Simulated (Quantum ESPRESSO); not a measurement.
# Co (P-3m1) in Quantum ESPRESSO: notebook

The runs below take Co through relaxation of cell and atoms, with PBEsol.

Everything below comes from runs of Quantum ESPRESSO 7.5. Logs are shortened: lines on timing, memory, paths and dates and some standing lists are left out, and cuts for length are marked.

**1. Starting point**

The structure is trigonal, space group P-3m1 (No. 164). The conventional cell has a = 2.487 Å, b = 2.487 Å, c = 4.063 Å, α = 90.00°, β = 90.00°, γ = 120.00°. Around Co (site symmetry 3m) lie 12 Co at 2.42 to 2.55 Å.

**2. Relaxation of cell and atoms, PBEsol, collinear spin, ferromagnetic start, target pressure 5 GPa, at which the enthalpy is minimised**

The input, pw.in:

```
&CONTROL
  calculation = 'vc-relax'
  prefix = 'pwscf'
  outdir = './tmp'
  pseudo_dir = './pseudo'
  tprnfor = .true.
  tstress = .true.
  disk_io = 'low'
  nstep = 40
  forc_conv_thr = 0.0004
  etot_conv_thr = 1d-05
/
&SYSTEM
  ibrav = 0
  A = 2.48736487
  nat = 2
  ntyp = 1
  ecutwfc = 64
  ecutrho = 515
  nbnd = 28
  occupations = 'smearing'
  smearing = 'fd'
  degauss = 0.00367493
  nspin = 2
  starting_magnetization(1) = 0.1176
/
&ELECTRONS
  conv_thr = 4d-10
  electron_maxstep = 120
  mixing_beta = 0.3
/
&IONS
  ion_dynamics = 'bfgs'
/
&CELL
  cell_dynamics = 'bfgs'
  press = 50
  press_conv_thr = 0.3
/
ATOMIC_SPECIES
Co    58.9332 co_pbesol_v1.2.uspp.F.UPF
CELL_PARAMETERS alat
   1.0000000015    0.0000000000    0.0000000000
  -0.5000000008    0.8660254051    0.0000000000
   0.0000000000    0.0000000000    1.6335719590
ATOMIC_POSITIONS alat
Co    -0.0000000001    0.5773502701    1.2090703162
Co     0.5000000008    0.2886751350    0.4245016428
K_POINTS automatic
8 8 5 0 0 0
```

Potentials or basis: GBRV 1.5 PBEsol.

The run is started by

```console
$ OMP_NUM_THREADS=1 mpirun -n 2 pw.x -nk 2 -in pw.in > pw.out
```

pw.out:

```text
This program is part of the open-source Quantum ESPRESSO suite
     for quantum simulation of materials; please cite
[... 6 lines left out ...]
     using ibrav=0 with symmetry is DISCOURAGED, use correct ibrav instead

     K-points division:     npool     =       2
     Subspace diagonalization in iterative solution of the eigenvalue problem:
     a serial algorithm will be used

     G-vector sticks info
     --------------------
     sticks:   dense  smooth     PW     G-vecs:    dense   smooth      PW
     Sum         769     379    121                28963    10125    1761

     Using Slab Decomposition

     bravais-lattice index     =            0
     lattice parameter (alat)  =       4.7004  a.u.
     unit-cell volume          =     146.9210 (a.u.)^3
     number of atoms/cell      =            2
     number of atomic types    =            1
     number of electrons       =        34.00
     number of Kohn-Sham states=           28
     kinetic-energy cutoff     =      64.0000  Ry
     charge density cutoff     =     515.0000  Ry
     scf convergence threshold =      4.0E-10
     mixing beta               =       0.3000
     number of iterations used =            8  plain     mixing
     energy convergence thresh.=      1.0E-05
     force convergence thresh. =      4.0E-04
     press convergence thresh. =      3.0E-01
     Exchange-correlation= SLA  PW   PSX  PSC
                           (   1   4  10   8   0   0   0)
     nstep                     =           40

     celldm(1)=   4.700438  celldm(2)=   0.000000  celldm(3)=   0.000000
     celldm(4)=   0.000000  celldm(5)=   0.000000  celldm(6)=   0.000000

     crystal axes: (cart. coord. in units of alat)
               a(1) = (   1.000000   0.000000   0.000000 )
               a(2) = (  -0.500000   0.866025   0.000000 )
               a(3) = (   0.000000   0.000000   1.633572 )

     reciprocal axes: (cart. coord. in units 2 pi/alat)
               b(1) = (  1.000000  0.577350 -0.000000 )
               b(2) = (  0.000000  1.154701  0.000000 )
               b(3) = (  0.000000 -0.000000  0.612155 )

     PseudoPot. # 1 for Co read from file:
     co_pbesol_v1.2.uspp.F.UPF
     Pseudo is Ultrasoft + core correction, Zval = 17.0
     Generated by new atomic code, or converted to UPF format
     Using radial grid of  863 points,  6 beta functions with:
                l(1) =   0
                l(2) =   0
                l(3) =   1
                l(4) =   1
                l(5) =   2
                l(6) =   2
     Q(r) pseudized with  8 coefficients,  rinner =    1.200   1.200   1.200
                                                       1.200   1.200

     atomic species   valence    mass     pseudopotential
     Co               17.00    58.93320     Co( 1.00)

     Starting magnetic structure
     atomic species   magnetization
     Co              0.118

     12 Sym. Ops., with inversion, found

   Cartesian axes

     site n.     atom                  positions (alat units)
         1        Co     tau(   1) = (  -0.0000000   0.5773503   1.2090703  )
         2        Co     tau(   2) = (   0.5000000   0.2886751   0.4245016  )

     number of k points=    40  Fermi-Dirac smearing, width (Ry)=  0.0037
                       cart. coord. in units 2pi/alat
        k(    1) = (   0.0000000   0.0000000   0.0000000), wk =   0.0031250
        k(    2) = (   0.0000000   0.0000000   0.1224311), wk =   0.0062500
        k(    3) = (   0.0000000   0.0000000   0.2448622), wk =   0.0062500
        k(    4) = (   0.0000000   0.1443376   0.0000000), wk =   0.0187500
        k(    5) = (   0.0000000   0.1443376   0.1224311), wk =   0.0187500
        k(    6) = (   0.0000000   0.1443376   0.2448622), wk =   0.0187500
[... 32 lines left out ...]
        k(   39) = (  -0.1250000   0.5051815  -0.1224311), wk =   0.0375000
        k(   40) = (  -0.1250000   0.5051815  -0.2448622), wk =   0.0375000

     Dense  grid:    28963 G-vectors     FFT dimensions: (  36,  36,  60)

     Smooth grid:    10125 G-vectors     FFT dimensions: (  24,  24,  40)

     Check: negative core charge=   -0.000016
     Generating pointlists ...
     new r_m :   0.4018 (alat units)  1.8887 (a.u.) for type    1

     Initial potential from superposition of free atoms

     starting charge      32.0000, renormalised to      34.0000
     Starting wfcs are   26 randomized atomic wfcs +    2 random wfcs

     Self-consistent Calculation

     iteration #  1     ecut=    64.00 Ry     beta= 0.30
     Davidson diagonalization with overlap
     ethr =  1.00E-02,  avg # of iterations =  4.6

     total energy              =    -593.30136929 Ry
     estimated scf accuracy    <      14.85176171 Ry

     total magnetization       =     2.00 Bohr mag/cell
     absolute magnetization    =     2.06 Bohr mag/cell

     iteration #  2     ecut=    64.00 Ry     beta= 0.30
     Davidson diagonalization with overlap
     ethr =  1.00E-02,  avg # of iterations =  2.1

     total energy              =    -596.42759420 Ry
     estimated scf accuracy    <       0.65207171 Ry

     total magnetization       =     3.17 Bohr mag/cell
     absolute magnetization    =     3.30 Bohr mag/cell
[... 68 lines left out ...]
     total magnetization       =     3.36 Bohr mag/cell
     absolute magnetization    =     3.71 Bohr mag/cell

     iteration # 10     ecut=    64.00 Ry     beta= 0.30
     Davidson diagonalization with overlap
     ethr =  3.04E-09,  avg # of iterations =  1.5

     total energy              =    -596.54704717 Ry
     estimated scf accuracy    <          9.0E-09 Ry

     total magnetization       =     3.36 Bohr mag/cell
     absolute magnetization    =     3.71 Bohr mag/cell

[... 58 further cycles ...]
     iteration #  5     ecut=    64.00 Ry     beta= 0.30
     Davidson diagonalization with overlap
     ethr =  1.52E-05,  avg # of iterations =  1.7

     total energy              =    -596.54980427 Ry
     estimated scf accuracy    <       0.00067611 Ry

     total magnetization       =     3.28 Bohr mag/cell
     absolute magnetization    =     3.55 Bohr mag/cell

     iteration #  6     ecut=    64.00 Ry     beta= 0.30
     Davidson diagonalization with overlap
     ethr =  1.99E-06,  avg # of iterations =  1.4

     total energy              =    -596.54991891 Ry
     estimated scf accuracy    <       0.00032334 Ry

     total magnetization       =     3.28 Bohr mag/cell
     absolute magnetization    =     3.55 Bohr mag/cell
[... 61 lines left out ...]
     iteration # 13     ecut=    64.00 Ry     beta= 0.30
     Davidson diagonalization with overlap
     ethr =  6.11E-13,  avg # of iterations =  1.5

     total energy              =    -596.55002406 Ry
     estimated scf accuracy    <          4.1E-12 Ry

     total magnetization       =     3.29 Bohr mag/cell
     absolute magnetization    =     3.60 Bohr mag/cell

     iteration # 14     ecut=    64.00 Ry     beta= 0.30
     Davidson diagonalization with overlap
     ethr =  1.00E-13,  avg # of iterations =  1.0

     Magnetic moment per site  (integrated on atomic sphere of radius R)
     atom   1 (R=0.394)  charge= 15.4052  magn=  1.7185
     atom   2 (R=0.394)  charge= 15.4052  magn=  1.7185

     End of self-consistent calculation

 ------ SPIN UP ------------

          k = 0.0000 0.0000 0.0000 (  1165 PWs)   bands (ev):

   -76.3231 -76.2475 -39.8791 -39.5294 -39.5294 -39.4699 -39.4699 -39.4668
    10.2225  14.1058  16.8778  16.8895  16.8895  17.2409  17.2409  17.6186
    17.6186  18.8493  18.8493  19.4270  26.4905  41.8655  45.0412  45.0412
    45.1320  45.5165  46.2851  46.2851

          k =-0.0000-0.0000 0.1261 (  1177 PWs)   bands (ev):

   -76.3159 -76.2547 -39.8403 -39.5238 -39.5238 -39.5068 -39.4756 -39.4756
    10.6437  14.0089  16.7655  16.7971  16.7971  17.1252  17.1252  17.8681
    17.8681  18.1203  18.8220  18.8220  28.6248  41.5625  43.1042  44.3598
    45.4009  45.4009  46.4062  46.4062

          k =-0.0000-0.0000 0.2523 (  1195 PWs)   bands (ev):

   -76.2970 -76.2737 -39.7383 -39.6109 -39.5089 -39.5089 -39.4905 -39.4905
    11.8132  13.2742  16.5476  16.7129  16.7627  16.7627  16.9016  16.9016
    18.3093  18.3093  18.6614  18.6614  32.8833  37.7413  42.3333  43.0981
    46.3020  46.3020  46.6660  46.6660

          k =-0.0000 0.1469-0.0000 (  1168 PWs)   bands (ev):

   -76.3139 -76.2434 -39.8593 -39.5718 -39.5432 -39.5137 -39.4768 -39.4752
    10.7892  14.4370  16.4769  17.0793  17.0937  17.1651  17.2669  17.4515
    17.4840  17.7007  18.9184  21.4753  26.5781  38.4093  41.5449  42.0854
    45.0818  46.1054  46.6584  49.7807

          k =-0.0000 0.1469 0.1261 (  1183 PWs)   bands (ev):

   -76.3072 -76.2502 -39.8258 -39.5641 -39.5419 -39.5369 -39.4893 -39.4832
    11.1935  14.3882  16.5077  16.6072  16.8437  17.0130  17.3501  17.3552
    17.7919  17.8922  18.8671  20.2467  28.9031  38.6905  41.6955  41.9796
    43.1798  44.0629  46.7920  47.8186
[... 234 lines left out ...]
   -76.2501 -76.2300 -39.8218 -39.7680 -39.6692 -39.6200 -39.5708 -39.5411
    14.3940  14.8837  15.4428  15.8546  16.6479  17.4095  17.5872  18.6322
    18.7934  19.0924  20.8422  24.1723  27.8645  30.6251  32.6298  34.6875
    38.1366  38.3596  44.6603  46.1552

          k =-0.1272 0.5141-0.2523 (  1192 PWs)   bands (ev):

   -76.2438 -76.2362 -39.8353 -39.8130 -39.6327 -39.6009 -39.5685 -39.5400
    14.3951  14.7204  15.5765  15.9438  16.8708  17.6021  17.8953  18.1707
    18.8583  19.1352  21.2692  22.5897  27.8345  28.9659  34.1161  36.0471
    38.3231  40.8878  44.7650  45.8739

 ------ SPIN DOWN ----------

          k = 0.0000 0.0000 0.0000 (  1165 PWs)   bands (ev):

   -73.9961 -73.9139 -37.6778 -37.2828 -37.2828 -37.2241 -37.2182 -37.2182
    10.3022  15.1415  18.6488  18.6656  18.6656  19.0805  19.0805  19.4693
    19.5216  19.5216  20.8910  20.8910  27.6675  41.6782  45.0610  45.3536
    45.4751  45.4751  46.7238  46.7238

          k =-0.0000-0.0000 0.1261 (  1177 PWs)   bands (ev):

   -73.9883 -73.9218 -37.6353 -37.2766 -37.2766 -37.2682 -37.2243 -37.2243
    10.7268  14.8272  18.5023  18.5666  18.5666  18.6333  18.9465  18.9465
    19.7995  19.7995  20.8665  20.8665  29.5482  41.3394  43.3416  44.2345
    45.7993  45.7993  46.8063  46.8063

          k =-0.0000-0.0000 0.2523 (  1195 PWs)   bands (ev):

   -73.9678 -73.9424 -37.5230 -37.3828 -37.2605 -37.2605 -37.2405 -37.2405
    11.9239  13.5739  17.9914  18.1666  18.5311  18.5311  18.6899  18.6899
    20.2971  20.2971  20.6931  20.6931  33.5442  38.1426  42.2102  42.9251
    46.5943  46.5943  46.9574  46.9574

          k =-0.0000 0.1469-0.0000 (  1168 PWs)   bands (ev):

   -73.9861 -73.9095 -37.6559 -37.3296 -37.2979 -37.2665 -37.2332 -37.2257
    10.8738  15.5221  18.1608  18.2849  18.8714  18.9710  19.0880  19.3256
    19.3498  19.3741  20.9737  22.5582  27.7012  38.7674  41.9668  42.2493
    45.0967  45.9924  46.6885  49.9583

          k =-0.0000 0.1469 0.1261 (  1183 PWs)   bands (ev):

   -73.9788 -73.9168 -37.6190 -37.3214 -37.3018 -37.2911 -37.2442 -37.2326
    11.2837  15.2495  17.8080  18.1978  18.5979  18.8079  18.9738  19.1904
    19.7073  19.7705  20.9200  21.7964  29.7709  39.0124  41.8168  42.3969
    43.3902  44.1732  47.0135  48.1391
[... 234 lines left out ...]
   -73.9167 -73.8948 -37.6072 -37.5471 -37.4425 -37.3841 -37.3328 -37.2994
    15.3917  16.1155  16.6292  17.1666  18.3279  18.8894  19.1580  20.6261
    20.8082  21.1523  22.3141  25.0529  28.7806  31.2596  33.1105  35.2131
    38.5538  38.7289  44.8841  46.5916

          k =-0.1272 0.5141-0.2523 (  1192 PWs)   bands (ev):

   -73.9099 -73.9016 -37.6226 -37.5978 -37.3993 -37.3641 -37.3296 -37.2993
    15.4696  15.8140  17.0309  17.4079  18.3567  18.9748  19.5750  20.0161
    20.8745  21.2022  22.4668  23.5251  28.8250  29.8279  34.6172  36.5396
    38.6395  41.1061  45.1787  46.1109

     the Fermi energy is    19.7096 ev

!    total energy              =    -596.55002406 Ry
     estimated scf accuracy    <          9.0E-14 Ry
     smearing contrib. (-TS)   =      -0.00090262 Ry
     internal energy E=F+TS    =    -596.54912144 Ry

     The total energy is F=E-TS. E is the sum of the following terms:
     one-electron contribution =    -295.62555158 Ry
     hartree contribution      =     171.14556595 Ry
     xc contribution           =     -64.78218114 Ry
     ewald contribution        =    -407.28695468 Ry

     total magnetization       =     3.29 Bohr mag/cell
     absolute magnetization    =     3.60 Bohr mag/cell

     convergence has been achieved in  14 iterations

     Forces acting on atoms (cartesian axes, Ry/au):

     atom    1 type  1   force =    -0.00000000   -0.00000000   -0.00000999
     atom    2 type  1   force =     0.00000000    0.00000000    0.00000999

     Total force =     0.000014     Total SCF correction =     0.000001

     Computing stress (Cartesian axis) and pressure

          total   stress  (Ry/bohr**3)                   (kbar)     P=       51.62
   0.00035000   0.00000000  -0.00000000           51.49        0.00       -0.00
   0.00000000   0.00035000  -0.00000000            0.00       51.49       -0.00
  -0.00000000  -0.00000000   0.00035274           -0.00       -0.00       51.89

=------------------------------------------------------------------------------=
   JOB DONE.
=------------------------------------------------------------------------------=
```

It took 3 min on 2 MPI ranks of Arm Neoverse V1, shared host; peak memory 0.26 GiB.

What came out:

* Free energy: -8116.4766 eV
* Relaxed volume: 10.20 Å³/atom
* Relaxed cell: a = 2.444 Å, b = 2.444 Å, c = 3.944 Å, α = 90.00°, β = 90.00°, γ = 120.00°
* Space group after relaxing (to 0.05 Å): P6_3/mmc (No. 194)
* Energy change on relaxing (the enthalpy is what falls): -21.6 meV/atom
* Ionic steps: 7
* Pressure after relaxing: 5.2 GPa
* Band gap on the k mesh: none (metal or under the smearing width)
* Net moment: 3.29 μB per cell
* Absolute moment: 3.60 μB per cell
* Site moments: Co +1.72 μB
* Valence electrons inside the program's atomic spheres: Co 15.41

The path:
```csv
step,energy change (eV),largest force (eV/Å),pressure (GPa),volume (Å³)
1,0.0000,0.4380,-9.15,21.77
2,-0.0202,0.5192,8.00,20.24
3,-0.0355,0.3342,5.60,20.39
4,-0.0421,0.0963,5.23,20.39
5,-0.0430,0.0081,5.07,20.40
6,-0.0433,0.0006,4.98,20.41
7,-0.0432,0.0003,4.99,20.41
```

Final structure:
```yaml
crystal:
  lattice:
    - [2.44433, 0.00000, 0.00000]
    - [-1.22216, 2.11685, 0.00000]
    - [0.00000, 0.00000, 3.94367]
  atoms:
    - { symbol: Co, position: [0.33333, 0.66667, 0.75000] }
    - { symbol: Co, position: [0.66667, 0.33333, 0.25000] }
```

Caveat: the k mesh is coarse (spacing up to 0.36 Å⁻¹), so the values aren't converged.

**3. Relaxation of cell and atoms, PBEsol, collinear spin, ferromagnetic start, target pressure 10 GPa, at which the enthalpy is minimised**

pw.in: that of step 2 with these lines changed.

```diff
@@ -14,3 +14,3 @@
   ibrav = 0
-  A = 2.48736487
+  celldm(1) = 8
   nat = 2
@@ -36,3 +36,3 @@
   cell_dynamics = 'bfgs'
-  press = 50
+  press = 100
   press_conv_thr = 0.3
@@ -42,8 +42,8 @@
 CELL_PARAMETERS alat
-   1.0000000015    0.0000000000    0.0000000000
-  -0.5000000008    0.8660254051    0.0000000000
-   0.0000000000    0.0000000000    1.6335719590
-ATOMIC_POSITIONS alat
-Co    -0.0000000001    0.5773502701    1.2090703162
-Co     0.5000000008    0.2886751350    0.4245016428
+  0.5875547979370   0.0000000000000   0.0000000000000
+ -0.2937773989685   0.5088373811308   0.0000000000000
+  0.0000000000000   0.0000000000000   0.9598130408116
+ATOMIC_POSITIONS crystal
+Co     0.3333333333    0.6666666667    0.7401390000
+Co     0.6666666667    0.3333333333    0.2598610000
 K_POINTS automatic
```

Potentials or basis: GBRV 1.5 PBEsol.

The run is started by

```console
$ OMP_NUM_THREADS=1 mpirun -n 2 pw.x -nk 2 -in pw.in > pw.out
```

It took 2.9 min on 2 MPI ranks of Arm Neoverse V1, shared host; peak memory 0.26 GiB.

It converged, with:

```
Free energy                                            : -8116.4589 eV
Relaxed volume                                         : 10.02 Å³/atom
Relaxed cell                                           : a = 2.430 Å, b = 2.430 Å, c = 3.919 Å, α = 90.00°, β = 90.00°, γ = 120.00°
Space group after relaxing (to 0.05 Å)                 : P6_3/mmc (No. 194)
Energy change on relaxing (the enthalpy is what falls) : -13.3 meV/atom
Ionic steps                                            : 7
Pressure after relaxing                                : 10.2 GPa
Band gap on the k mesh                                 : none (metal or under the smearing width)
Net moment                                             : 3.27 μB per cell
Absolute moment                                        : 3.57 μB per cell
Site moments                                           : Co +1.71 μB
Valence electrons inside the program's atomic spheres  : Co 15.37
```

Step by step:
```tsv
step	energy change (eV)	largest force (eV/Å)	pressure (GPa)	volume (Å³)
1	0.0000	0.4379	-9.15	21.77
2	0.0185	0.5954	15.90	19.71
3	-0.0205	0.3633	9.95	20.07
4	-0.0282	0.1228	9.43	20.09
5	-0.0267	0.0083	9.95	20.05
6	-0.0265	0.0003	10.00	20.05
7	-0.0265	0.0001	10.00	20.05
```

Final structure:
```xyz
2
Lattice="2.4303 0.0000 0.0000 -1.2152 2.1047 0.0000 0.0000 0.0000 3.9189" Properties=species:S:1:pos:R:3 pbc="T T T"
Co    0.0000    1.4032    2.9392
Co    1.2152    0.7016    0.9797
```

Levels at points of the mesh, in eV from the Fermi level:
Spin up:
```tsv
k point	band 15	band 16	band 17	band 18	band 19	band 20	band 21	band 22	band 23	band 24
(0.00, 0.00, 0.00)	-2.48	-2.09	-2.09	-0.83	-0.83	-0.28	6.97	22.30	25.62	25.66
(0.00, -0.50, 0.00)	-2.38	-0.69	-0.56	-0.51	1.39	3.57	10.16	10.90	13.33	14.83
```
Spin down:
| k point | band 13 | band 14 | band 15 | band 16 | band 17 | band 18 |
| --- | --- | --- | --- | --- | --- | --- |
| (0.00, 0.00, 0.00) | -1.08 | -0.65 | -0.65 | -0.23 | -0.20 | -0.20 |
| (0.00, -0.50, 0.00) | -1.29 | -1.17 | -0.68 | 1.37 | 1.51 | 1.56 |

Caveat: the k mesh is coarse (spacing up to 0.36 Å⁻¹), so the values aren't converged.

[end of part 1 of 2]
